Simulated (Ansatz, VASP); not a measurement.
HfO2: VASP beside Ansatz

```
CELL_PARAMETERS angstrom
0.00000 2.42137 2.42137
2.42137 0.00000 2.42137
2.42137 2.42137 0.00000
ATOMIC_POSITIONS crystal
Hf 0.00000 0.00000 0.00000
O 0.25000 0.25000 0.25000
O 0.75000 0.75000 0.75000
```

Change from the starting cell: strain -0.050 along x and y, -0.050 along z, atoms carried along.

Alike in both runs: task single point; functional PBE; k mesh 8 × 8 × 8; occupations gaussian, width 0.05 eV; no spin polarisation.

|  | VASP | Ansatz |
| --- | --- | --- |
| version | VASP 6.6.1 | Ansatz 0.2.0 |
| potentials or method | VASP PAW PBE potentials, release 64 (Hf_pv, O) | scalar-relativistic, plane waves, PAW |
| plane-wave cutoff (eV) | 520 | 420 |
| valence electrons in the cell | 22 | 38 |

```csv
,VASP,Ansatz,Ansatz less VASP
gap on the k mesh at the Fermi level (eV),4.17,4.10,-0.065
least direct gap on the mesh (eV),4.17,4.10,-0.065
pressure (GPa),47.2,52.3,+5.10
```

The two sets of potentials don't hold the same shells in valence.

Caveats: so large a pressure means that the cell lies far from this level's equilibrium, or that cutoff or potentials fall short (VASP); spin-orbit coupling is left out, which moves the levels of the heavy elements. A k mesh can miss the band edges.
